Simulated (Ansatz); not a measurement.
# Random fluorite-type (Hf, Zr, Sn, Ti, Ce)O2 solid solution (96 atoms): geometry optimisation, part 3 of 3

Aim: bring random fluorite-type (Hf, Zr, Sn, Ti, Ce)O2 solid solution (96 atoms) to a nearby minimum of the energy and see what moves.

Ansatz 0.2.0; Kohn-Sham DFT, PBE, PAW (set soft_2), plane waves.

The cell: 4 Ti, 64 O, 9 Ce, 5 Hf, 7 Sn and 7 Zr. The host structure and its lattice constant were typed by rule, without a check against the phase diagram. The main run has no spin polarisation. The Brillouin zone is sampled at Γ only, in a cell whose shortest periodic width is 10 Å. The levels lack spin–orbit coupling.

So far. Step 3 (Relaxation): The relaxation changed the energy by -194 meV/atom, and atoms moved by 0.38 Å r.m.s., 0.86 Å at most.

### 5. Single point at the relaxed geometry

One more single point at the end of the walk gives the fuller output and checks the residual forces.

input.yaml

```yaml
crystal:
  lattice:
    - [10.282, 0.0, 0.0]
    - [0.0, 10.282, 0.0]
    - [0.0, 0.0, 10.282]
  atoms:
    - { symbol: Ti, position: [0.98283, 0.99488, 0.00794] }
    - { symbol: O, position: [0.08656, 0.06855, 0.13464] }
    - { symbol: O, position: [0.36169, 0.34825, 0.39731] }
    - { symbol: Ce, position: [0.99796, 0.24416, 0.23456] }
    [... 86 atom lines left out ...]
    - { symbol: Zr, position: [0.74006, 0.51047, 0.76741] }
    - { symbol: O, position: [0.88213, 0.60142, 0.90621] }
    - { symbol: O, position: [0.63001, 0.87231, 0.62485] }
    - { symbol: Ce, position: [0.75798, 0.73991, 0.50247] }
    - { symbol: O, position: [0.89651, 0.87607, 0.6145] }
    - { symbol: O, position: [0.63397, 0.6349, 0.88613] }
kpoints:
  mp_grid: { grid: [1, 1, 1] }
hamiltonian:
  xc: pbe
scf:
  occupations: { method: gaussian, width: 0.05 }
output:
  forces: true
  stress: true
  populations: intrinsic
  dos:
    method: { smearing: { sigma: 0.08 } }
    de: 0.1
    projected: { site_lists: { Ce: [Ce], Hf: [Hf], O: [O], Sn: [Sn], Ti: [Ti] } }
  eigenvalues: true
  write_density: true
  write_potential: true
  volumetric_format: npy
  elf: true
```

On the command line:

```console
$ ansatz run input.yaml --threads 4 --pin off --max-ram 8192MiB --backend cpu --events-out ev --progress --plain --runs-dir out
```

Numbers of over 12 decimals in the logs are rounded to 6 here.

Log:

```text
[...]
Crystal: 96 atoms, lattice volume = 1087.008 Å³
Basis set: ecut = 420 eV, 21247 PW (Γ), exchange–correlation on 144×144×144 points (8 copies of the dense FFT grid, shifted against one another)
Bands: 522, of which v1, the nominal top of the filled ones, is band 426 counted from 1 (425 counted from 0)
Symmetry: 1 space group operations
[...]
k-points: 1
[...]
SCF iter   1: F=—  HF=-255674.583824 eV  |F-HF|=—  |Δ(HF+E_count)|=         —  Δρ=9.14e-3  dr2=1.43e0  ethr=1.77e-3  ⟨swp⟩=5.0  Hψ=1776  notcnv=0  defer=17
[...]
SCF iter  14: F=-255674.428284 eV  HF=-255674.428284 eV  |F-HF|=1.39e-8  |Δ(HF+E_count)|=   5.11e-8  Δρ=1.98e-6  dr2=4.66e-8  ethr=1.17e-11  ⟨swp⟩=19.0  Hψ=4128  notcnv=0
SCF 1 converged in 14 iterations: F = -255674.428284 eV  dr2 = 4.66e-8
[...]
SCF converged after 14 iterations
Free energy (F): -255674.428284 eV
[...]
Internal energy: -255674.428284 eV  (E = F + TS)
E sigma→0 (E₀):  -255674.428284 eV
Fermi energy:    12.972460 eV
[...]
--- Forces (eV/Å), atoms counted from 1 ---
  atom   1  Ti     0.00313176    -0.00201770     0.00008403
  atom   2  O      0.00270988     0.00147942     0.00005890
  atom   3  O      0.00372611     0.00328858    -0.00395189
  atom   4  Ce    -0.00170835    -0.00042742     0.00048480
  atom   5  O      0.00046574     0.00490600    -0.00240317
  atom   6  O      0.00059732     0.00330032    -0.00402103
  atom   7  Hf     0.00315125    -0.00822923    -0.00314145
  atom   8  O      0.00688388     0.00639956     0.00329684
  atom   9  O      0.00081548     0.00620753     0.00016211
  atom  10  Ti    -0.00721966    -0.00937351     0.01251080
  atom  11  O     -0.00451967     0.00817615    -0.00366670
  atom  12  O     -0.00138936     0.00496709    -0.00074853
  atom  13  Sn    -0.00393091    -0.00185088    -0.00076370
  atom  14  O      0.00024708    -0.00033530     0.00053146
[...]
atom  95  O      0.00040240    -0.00213856    -0.00176750
  atom  96  O     -0.00049612    -0.00398611    -0.00100586
  max |Σ_I F_I| component: 4.11e-5 eV/Å
--- Stress (GPa, compression-positive) ---
       17.903415       0.016505      -0.062326
        0.016505      10.572304       0.671424
       -0.062326       0.671424      12.597246
  P = ⅓ Tr σ = 13.6910 GPa (136.910 kbar)
--- Band table (eV) ---
[...]
--- intrinsic populations: 96 sites ---
  site symbol       q [e]
     0     Ti     10.6521
     1      O      6.5710
     2      O      6.5803
[...]
95      O      6.6946
  spilling = -0.000000 (of n_electrons = 852.000000)
```

It took 35 s on 4 threads of Arm Neoverse V2, shared host; peak memory 2 GiB; 2.2 min of CPU time.

Read from the output:

* free energy: -255674.4283 eV
* free energy per atom: -2663.2753 eV/atom
* SCF cycles: 14
* pressure: 13.69 GPa
* r.m.s. force component: 0.00583 eV/Å
* longest force: 0.02826 eV/Å
* Fermi energy: 12.97 eV
* gap (highest filled to lowest empty level): 1.883 eV

Intrinsic-atomic-orbital charges by element and coordination:

| element | coordination | atoms | mean charge (e) | spread | least | most |
| --- | --- | --- | --- | --- | --- | --- |
| Ce | all | 9 | 0.804 | 0.0246 | 0.771 | 0.837 |
| Hf | all | 5 | 1.43 | 0.0122 | 1.41 | 1.44 |
| Hf | 7 | 2 | 1.42 | 0.0052 | 1.42 | 1.43 |
| Hf | 8 | 3 | 1.43 | 0.0138 | 1.41 | 1.44 |
| O | all | 64 | -0.654 | 0.092 | -0.808 | -0.468 |
| O | 3 | 23 | -0.654 | 0.0831 | -0.805 | -0.468 |
| O | 4 | 41 | -0.654 | 0.0967 | -0.808 | -0.486 |
| Sn | all | 7 | 1.69 | 0.0044 | 1.68 | 1.69 |
| Sn | 6 | 4 | 1.68 | 0.0038 | 1.68 | 1.69 |
| Sn | 7 | 3 | 1.69 | 0.0031 | 1.68 | 1.69 |
| Ti | all | 4 | 1.36 | 0.0203 | 1.33 | 1.39 |
| Zr | all | 7 | 1.46 | 0.0243 | 1.43 | 1.51 |
| Zr | 7 | 2 | 1.44 | 0.0168 | 1.43 | 1.46 |
| Zr | 8 | 5 | 1.47 | 0.0223 | 1.45 | 1.51 |

Density of states as counts of states in windows of 1 eV (from the Fermi level), total and the larger projections:

| from (eV) | to (eV) | total | O p | Ce f |
| --- | --- | --- | --- | --- |
| -10 | -9 | 0.0 | 0.0 | 0.0 |
| -9 | -8 | 2.1 | 1.2 | 0.0 |
| -8 | -7 | 9.8 | 5.5 | 0.0 |
| -7 | -6 | 7.0 | 4.5 | 0.0 |
| -6 | -5 | 45.2 | 31.9 | 0.2 |
| -5 | -4 | 75.4 | 55.9 | 0.6 |
| -4 | -3 | 78.6 | 63.0 | 1.6 |
| -3 | -2 | 78.2 | 66.2 | 2.4 |
| -2 | -1 | 84.1 | 74.5 | 3.6 |
| -1 | 0 | 3.5 | 3.1 | 0.2 |
| 0 | 1 | 6.9 | 0.2 | 6.5 |
| 1 | 2 | 114.7 | 6.1 | 105.0 |
| 2 | 3 | 23.3 | 3.4 | 4.3 |
| 3 | 4 | 29.8 | 5.2 | 0.4 |

The curve was stored every 0.10 eV, coarse against its broadening of 0.08 eV, so these counts are rough.

Between -26 and -10 eV lie 322 more states.

About 146 of the 852 electrons lie in deeper levels, below the stored range.

Not all projections were asked for or kept, so they needn't add up to the total.

The levels nearest the highest filled one (over half full), pooled over k-points and spins:

| level less the highest filled one (eV) | occupation |
| --- | --- |
| -0.171 | 2 |
| -0.141 | 2 |
| -0.119 | 2 |
| -0.102 | 2 |
| -0.0352 | 2 |
| 0 | 2 |
| 1.88 | 0 |
| 1.92 | 0 |
| 1.96 | 0 |
| 1.96 | 0 |
| 1.98 | 0 |
| 2.00 | 0 |

Valence density in the ac plane at fractional y = 0.503, with atoms of Sn and Ce and Zr and Hf and Ti within 0.2 Å of it. It is the smooth field of the valence electrons, not physical close to the nuclei.

Values in e/Å³, 13 rows by 16 columns, each cell a mean:
```
 7  2  0  0  0  0  1 12 11  1  0  0  0  0  0  2
 0  0  0  0  0  0  0  0  0  0  0  0  0  0  0  0
 0  0  0  2  3  1  0  0  0  0  1  3  3  1  0  0
 0  0  0  3  3  1  0  0  0  0  1  3  3  1  0  0
 0  0  0  0  0  0  0  0  0  0  0  0  0  0  0  0
 3  1  0  0  0  0  0  2  2  1  0  0  0  0  0  1
 4  2  0  0  0  0  1  1  0  1  0  0  0  0  0  2
 1  0  0  0  0  0  0  1  1  0  0  0  0  0  0  0
 0  0  0  1  1  0  0  0  0  0  0  1  1  0  0  0
 0  0  1  2  0  1  0  0  0  0  1  7  5  0  0  0
 0  0  0  1  2  1  0  0  0  0  0  2  2  0  0  0
 0  1  0  0  0  0  0  0  0  0  0  0  0  0  0  0
 7  2  0  0  0  0  1 12 11  1  0  0  0  0  0  2
```
Columns run along a (10.3 Å), rows up along c (10.3 Å). Atoms in or near the plane, at fractional coordinates: Sn at (0.02, 0.99), Ce at (0.25, 0.25), Zr at (0.02, 0.51), Zr at (0.26, 0.75), Hf at (0.49, 0.99), Ti at (0.73, 0.25), Ce at (0.50, 0.51), Zr at (0.74, 0.77).

Electrostatic potential energy in the ac plane at fractional y = 0.503, with atoms of Sn and Ce and Zr and Hf and Ti within 0.2 Å of it. With pseudopotentials it is smooth inside the atoms' cores, unlike the true potential.

Ten even steps from '_' (-50 eV) to '@' (18 eV), each cell a mean:
```
@@@@%%**%%@@@@@@@@@@@@##==--==--==##@@@@@@@@@@@@@@@@%%**%%
####**%%@@@@@@@@@@@@@@%%**======**%%@@@@@@@@@@@@@@@@@@##**
####%%@@@@@@@@@@@@@@@@@@%%####%%%%@@@@@@%%%%%%@@@@@@@@@@%%
@@@@@@@@@@%%##**##%%@@@@@@@@@@@@@@@@@@%%**==++##%%@@@@@@@@
@@@@@@@@%%**--..::++%%@@@@@@@@@@@@@@%%++..____--##@@@@@@@@
@@@@@@@@%%==______::##@@@@@@@@@@@@@@%%==______..##%%@@@@@@
@@@@@@@@%%++..____--##@@@@@@@@@@@@@@%%**::__..==##@@@@@@@@
@@@@@@@@@@##++====**%%@@@@@@@@@@@@@@@@%%##****##@@@@@@@@@@
%%%%@@@@@@@@%%%%%%%%@@@@@@%%%%%%@@@@@@@@@@%%@@@@@@@@@@@@@@
++++##%%@@@@@@@@@@@@@@@@%%**++++##%%@@@@@@@@@@@@@@@@@@%%##
____--##@@@@@@@@@@@@@@%%++::....==##%%@@@@@@@@@@@@@@%%**::
____..**%%@@@@@@@@@@@@##==______::**%%@@@@@@@@@@@@@@%%++__
____--##%%@@@@@@@@@@@@%%++::__..--**%%@@@@@@@@@@@@@@%%**::
++++##%%@@@@@@@@@@@@@@%%##++==++**%%@@@@@@@@@@@@@@@@@@%%##
%%%%@@@@@@@@@@%%@@@@@@@@@@%%%%%%%%@@@@@@@@@@@@@@@@@@@@@@@@
@@@@@@@@@@%%******##@@@@@@@@@@@@@@@@@@@@%%##%%%%@@@@@@@@@@
@@@@@@@@%%++--::::==##@@@@@@@@@@@@@@@@##++====**%%@@@@@@@@
@@@@@@@@##==..____--**%%@@@@@@@@@@@@%%++------++%%@@@@@@@@
@@@@@@@@##==..____--##%%@@@@@@@@@@@@%%++==----++%%@@@@@@@@
@@@@@@@@%%##==--==**%%@@@@@@@@@@@@@@@@%%**++**##@@@@@@@@@@
@@@@@@@@@@%%%%####%%@@@@@@@@@@@@@@@@@@@@%%%%%%@@@@@@@@@@@@
####%%@@@@@@@@@@@@@@@@@@%%####%%%%@@@@@@@@@@@@@@@@@@@@@@%%
####**%%@@@@@@@@@@@@@@%%**======##%%@@@@@@@@@@@@@@@@@@##**
@@@@%%**%%@@@@@@@@@@@@##==------++##@@@@@@@@@@@@@@@@%%**%%
```
Columns run along a (10.3 Å; values clipped at the 3rd and 97th percentile), rows up along c (10.3 Å). Atoms in or near the plane, at fractional coordinates: Sn at (0.02, 0.99), Ce at (0.25, 0.25), Zr at (0.02, 0.51), Zr at (0.26, 0.75), Hf at (0.49, 0.99), Ti at (0.73, 0.25), Ce at (0.50, 0.51), Zr at (0.74, 0.77).

Mean intrinsic-atomic-orbital charges: Ce +0.80, Hf +1.43, O -0.65, Sn +1.69, Ti +1.36, Zr +1.46 e. The largest share in the top eV of filled states is O p (91 % of the projected weight), and in the lowest eV of empty states Ce f (93 % of the projected weight).

A closer look about Ti1, one of the 4 Ti atoms: 13 atoms, nearest first, numbered in the order of the input, with positions taken from that point.

| atom | x | y | z | distance (Å) | bonds | intrinsic-atomic-orbital charge (e) |
| --- | --- | --- | --- | --- | --- | --- |
| Ti1 | 0.00 | 0.00 | 0.00 | 0.00 | 6 | 1.35 |
| O2 | 1.07 | 0.76 | 1.30 | 1.85 | 3 | -0.57 |
| O41 | 1.16 | -0.75 | -1.23 | 1.85 | 3 | -0.64 |
| O83 | -0.80 | -1.38 | 1.04 | 1.90 | 4 | -0.66 |
| O68 | -0.79 | 1.23 | -1.24 | 1.92 | 4 | -0.70 |
| O54 | -1.39 | 1.32 | 1.11 | 2.21 | 4 | -0.54 |
| O87 | -1.45 | -1.48 | -1.34 | 2.46 | 4 | -0.53 |
| O33 | 1.79 | -1.71 | 1.51 | 2.90 | 3 | -0.78 |
| O24 | 1.78 | 1.88 | -1.41 | 2.94 | 3 | -0.71 |
| Ce55 | -2.42 | -0.09 | 2.41 | 3.42 | 8 | 0.78 |
| Ce4 | 0.16 | 2.56 | 2.33 | 3.47 | 8 | 0.84 |
| Ce40 | 0.15 | -2.47 | -2.47 | 3.50 | 8 | 0.83 |
| Ce67 | -2.44 | 0.05 | -2.61 | 3.57 | 8 | 0.78 |

The column of bonds counts only the pairs O-Ce within 2.88 Å, O-Sn within 2.52 Å, O-Zr within 2.82 Å, O-Hf within 2.68 Å, O-Ti within 2.64 Å; other neighbours, such as metal atoms beside each other in a compound, aren't counted, and periodic images can show an atom twice.

### 6. Other settings

This functional strengthens the gradient correction of exchange, which tends to weaken binding against PBE. Changed here: basis.ecutwfc = "300 eV", hamiltonian.xc = "revpbe", scf.occupations.method = "tetrahedron_uncorrected" and scf.occupations.width removed.

This step: Kohn-Sham DFT, revPBE, PAW (set soft_2), plane waves (Ansatz 0.2.0).

input.yaml

```yaml
crystal:
  lattice:
    - [10.282, 0.0, 0.0]
    - [0.0, 10.282, 0.0]
    - [0.0, 0.0, 10.282]
  atoms:
    [... the 96 atom lines of step 2 ...]
kpoints:
  mp_grid: { grid: [1, 1, 1] }
hamiltonian:
  xc: revpbe
scf:
  occupations: { method: tetrahedron_uncorrected }
output:
  forces: true
  stress: true
  populations: true
  dos:
    method: { smearing: { sigma: 0.1 } }
    de: 0.1
    projected: { site_lists: { Ce: [Ce], Hf: [Hf], O: [O], Sn: [Sn], Ti: [Ti] } }
  eigenvalues: true
basis:
  ecutwfc: "300 eV"
```

Log:

```text
Warning: scf.occupations.method: one k-point leaves the tetrahedra no width, so the bands are filled by fermi_dirac at 0.0002 eV. In a gap the Fermi level, from which typed energy windows count, stands in the middle, and a product that sums over its own mesh keeps the tetrahedra and counts from the valence top. [...]
Warning: basis.ecutwfc = 300 eV is below the records' recommended 420 eV, and the density's cutoff is lower with it unless basis.ecutrho_ratio is high enough to keep the records' density cutoff: compare with a run at a higher cutoff
[...]
Crystal: 96 atoms, lattice volume = 1087.008 Å³
Basis set: ecut = 300 eV, 12893 PW (Γ), exchange–correlation on 120×120×120 points (8 copies of the dense FFT grid, shifted against one another)
Bands: 522, of which v1, the nominal top of the filled ones, is band 426 counted from 1 (425 counted from 0)
Symmetry: 1 space group operations
[...]
k-points: 1
[...]
SCF iter   1: F=—  HF=-255900.129621 eV  |F-HF|=—  |Δ(HF+E_count)|=         —  Δρ=1.90e-2  dr2=1.10e0  ethr=1.77e-3  ⟨swp⟩=4.0  Hψ=1660  notcnv=0  defer=7
[...]
SCF iter  14: F=-255900.387998 eV  HF=-255900.387998 eV  |F-HF|=2.85e-9  |Δ(HF+E_count)|=   1.12e-7  Δρ=1.91e-6  dr2=4.54e-8  ethr=1.17e-11  ⟨swp⟩=10.0  Hψ=2087  notcnv=0
SCF 1 converged in 14 iterations: F = -255900.387998 eV  dr2 = 4.54e-8
[...]
SCF converged after 14 iterations
Free energy (F): -255900.387998 eV
[...]
Internal energy: -255900.387998 eV  (E = F + TS)
E sigma→0 (E₀):  -255900.387998 eV
Fermi energy:    13.399085 eV
[...]
--- Forces (eV/Å), atoms counted from 1 ---
  atom   1  Ti     0.16625948     0.59990361     0.91456392
  atom   2  O      0.68094645    -0.84760113    -2.30713172
  atom   3  O     -0.89874704    -2.15958984     0.96469635
  atom   4  Ce     0.84229221     0.07785263    -1.31954422
  atom   5  O      1.36271924     0.48885135     2.66125287
  atom   6  O     -0.86906190     0.39415159    -0.73623435
  atom   7  Hf    -1.25651216     1.83815542    -0.81683471
  atom   8  O     -1.34730187     1.12008503    -0.50924514
  atom   9  O      0.67015301    -0.01207118    -3.12971712
  atom  10  Ti     0.65550996    -1.09774095     0.85506921
  atom  11  O      0.95806859    -0.21770925    -2.61878008
  atom  12  O      0.95310374    -0.03953369     1.53920349
  atom  13  Sn     0.63679719    -0.63208650    -0.62543998
  atom  14  O     -0.45999333     0.99521867    -0.52018985
[...]
atom  95  O      1.12325235     2.03179514    -0.34961915
  atom  96  O     -0.39618705     1.29102025    -0.42081803
  max |Σ_I F_I| component: 8.05e-5 eV/Å
--- Stress (GPa, compression-positive) ---
       13.949722       0.209260      -0.339341
        0.209260      13.755184      -0.832929
       -0.339341      -0.832929      13.165648
  P = ⅓ Tr σ = 13.6235 GPa (136.235 kbar)
--- Band table (eV) ---
[...]
--- Löwdin populations: 96 sites ---
  site symbol       q [e]
     0     Ti     10.5035
     1      O      6.6189
     2      O      6.5675
[...]
95      O      6.6985
  spilling = 0.003074 (of n_electrons = 852.000000)
```

The job ended after 22 s (4 threads; peak memory 1.4 GiB).

The program notes that the cutoff lies under the one recommended for these potentials. Further notices: tetrahedra set aside.

The program set the tetrahedra aside and kept another filling, so they aren't tested. Forces differ from those of the single point at the start by 49 meV/Å r.m.s., 4.0 % of their size; the pressure by +3.2 GPa and the gap by +0.047 eV. It took 0.74 times the reference's time (shared host, so rough). The model changes along with numerical settings, so these numbers mix the two.

### 7. What came out

```json
{
 "energy change in the relaxation": "-193.6 meV/atom",
 "r.m.s. displacement": "0.382 Å",
 "largest displacement": "0.865 Å",
 "free energy per atom": "-2663.2753 eV/atom",
 "density": "7.391 g/cm³",
 "pressure": "13.69 GPa",
 "r.m.s. force component": "0.00583 eV/Å",
 "gap (highest filled to lowest empty level)": "1.883 eV",
 "wall time of the 4 DFT runs": "8 min"
}
```

In words: Relaxation lowers the energy by 194 meV/atom and moves atoms by 0.38 Å r.m.s.; the r.m.s. force component goes from 1.3 to 0.0058 eV/Å, the pressure goes from 10 to 14 GPa, and the gap from 1.23 to 1.88 eV. By the final cutoffs 23 of 256 bonded pairs parted and 0 joined. First to last step the energy falls by 18.584 eV; the largest move, 0.87 Å, is that of O23. The O-Ti bonds change most in mean length: from 2.222 Å (spread 0.064) to 2.011 Å (spread 0.186), and their number from 32 to 24. Counting bonds as in the table, all Ce atoms have 8, 60 % of Hf atoms have 8, 64 % of O atoms have 4 and 57 % of Sn atoms have 6 bonded neighbours. The highest filled and lowest empty levels differ by 1.88 eV at Γ alone; the mesh holds the band edges only if they fold onto it, so the gap at this level can be narrower or closed.

What to keep in mind: The stress is far from hydrostatic: its diagonal is 17.9, 10.6, 12.6 GPa, compression counted positive. The pressure of 14 GPa means that a free cell would grow at this level.

[Logs are printed without paths, hosts, clocks, repeated set-up lines and the standing remarks that a program may print on its own settings, such as how far it seeks lower states.]

[Hosts, paths, dates, database ids (printed as entryN), source tags and the programs' standing remarks are cut or masked in the printed files.]
